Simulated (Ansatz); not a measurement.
# Si3N4: a ladder of calculations

Cell of run 1: an entry of the Crystallography Open Database (COD), atoms as given.

Space group I-43d (No. 220); a = 6.4747 Å.

```csv
site,Wyckoff,site symmetry,x,y,z
Si,12b,-4..,0.3750,0.5000,0.7500
N,16c,.3.,0.2814,0.2814,0.2814
```

One atom of each set is listed; the run and its k-mesh use a cell of 14 atoms with edges of 5.61, 5.61, 5.61 Å.

Relaxed positions (PBE, cell held):

Si (0.3750, 0.5000, 0.7500)
N (0.2814, 0.2814, 0.2814)

All runs are DFT with Ansatz 0.2.0 (plane waves and PAW, scalar-relativistic unless spin–orbit coupling is named, Γ-centred meshes, Fermi–Dirac smearing where given) in this cell.

Run 1: PBE, gradients read without the response of the cores, atoms as given; 420 eV, 6×6×6 k-points, smearing 0.02 eV.
Run 2: r2SCAN, gradients read without the response of the cores, at the relaxed atoms; 500 eV, 6×6×6 k-points, smearing 0.02 eV.
Run 3: PBE, gradients read without the response of the cores, at the relaxed atoms; 350 eV, 6×6×6 k-points, smearing 0.02 eV; this cutoff lies below the one recommended for these PAW files.

```json
{"run": "1", "N V_zz (η)": "-5.98 (0.00)"}
{"run": "2", "N V_zz (η)": "?"}
{"run": "3", "N V_zz (η)": "-5.87 (0.00)"}
```

V_zz in 10²¹ V/m²; 1 of the 2 sets of like atoms are followed.

Task: Estimate the row of run 2.

Result: N: -6.17 (0.00). It lies nearest to run 1, from whose tensors on these sites it differs by 0.19 at most (largest principal value of the difference, on N). Taken one at a time, the functional (r2SCAN with its higher cutoff) moves the tensors on these sites by up to 0.19 (largest principal value of the change, on N), the cutoff by 0.11 (N).
